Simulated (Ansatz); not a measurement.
**GaN: clamped-ion strain scan**

All numbers below come from DFT r2SCAN, scalar-relativistic, plane waves, PAW in Ansatz. Settings: plane waves to 500 eV, k-mesh 12×12×6 (Γ-centred), Gaussian smearing 0.05 eV. No spin polarisation. Energies are free energies at this smearing, counted from the undisturbed cell; pressure is positive in compression.

The starting cell (as given, not relaxed at this level; it stands at 1.1 GPa):

```yaml
crystal:
  lattice:
    - [3.18000, 0.00000, 0.00000]
    - [-1.59000, 2.75396, 0.00000]
    - [0.00000, 0.00000, 5.16600]
  atoms:
    - { symbol: Ga, position: [0.33333, 0.66667, 0.00000] }
    - { symbol: Ga, position: [0.66667, 0.33333, 0.50000] }
    - { symbol: N, position: [0.33333, 0.66667, 0.37500] }
    - { symbol: N, position: [0.66667, 0.33333, 0.87500] }
```

The cell is strained by ε times the Voigt pattern (0, 1, 0, 0, 0, 0) (xx, yy, zz, yz, xz, xy; engineering shear) with fractional coordinates fixed.

```tsv
ε	ΔE (meV/atom)
-0.0400	27.7
-0.0300	15.4
-0.0200	6.9
-0.0100	1.8
0.0000	0.0
0.0100	1.2
0.0200	5.2
0.0300	11.7
0.0350	15.9
0.0400	20.6
```

**Question.** Predict the gap on the mesh (eV) at each point.

**Answer.**
```csv
ε,gap on the mesh (eV)
-0.0400,2.50
-0.0300,2.48
-0.0200,2.45
-0.0100,2.42
0.0000,2.38
0.0100,2.30
0.0200,2.22
0.0300,2.13
0.0350,2.09
0.0400,2.04
```